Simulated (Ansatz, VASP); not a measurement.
Two plane-wave programs on KBr

```
CELL_PARAMETERS angstrom
0.00000 3.29250 3.29250
3.29250 0.00000 3.29250
3.29250 3.29250 0.00000
ATOMIC_POSITIONS crystal
K 0.00000 0.00000 0.00000
Br 0.50000 0.50000 0.50000
```

Alike in both runs: task relaxation of cell and atoms; functional LDA; k mesh 6 × 6 × 6; occupations gaussian, width 0.02 eV; no spin polarisation.

```csv
,VASP,Ansatz
version,VASP 6.6.1,Ansatz 0.2.0
potentials or method,"VASP PAW LDA potentials, release 64 (K_sv, Br)","scalar-relativistic, plane waves, PAW"
plane-wave cutoff (eV),600,420
valence electrons in the cell,16,16
```

VASP gave:

- gap on the k mesh at the Fermi level, each at its own relaxed structure (eV): 4.32
- relaxed volume (Å³/atom): 32.49
- relaxed cell length with the largest relative difference (Å): 4.513
- energy change over the relaxation (meV/atom): -16

Question: What did Ansatz give for the same quantities?

Answer: gap on the k mesh at the Fermi level, each at its own relaxed structure (eV): 4.32; relaxed volume (Å³/atom): 32.38; relaxed cell length with the largest relative difference (Å): 4.507; energy change over the relaxation (meV/atom): -18.

LDA gaps usually lie below the measured ones, often by a third to a half. Zero-point motion and thermal expansion aren't in these numbers. LDA usually gives volumes a few per cent too small.
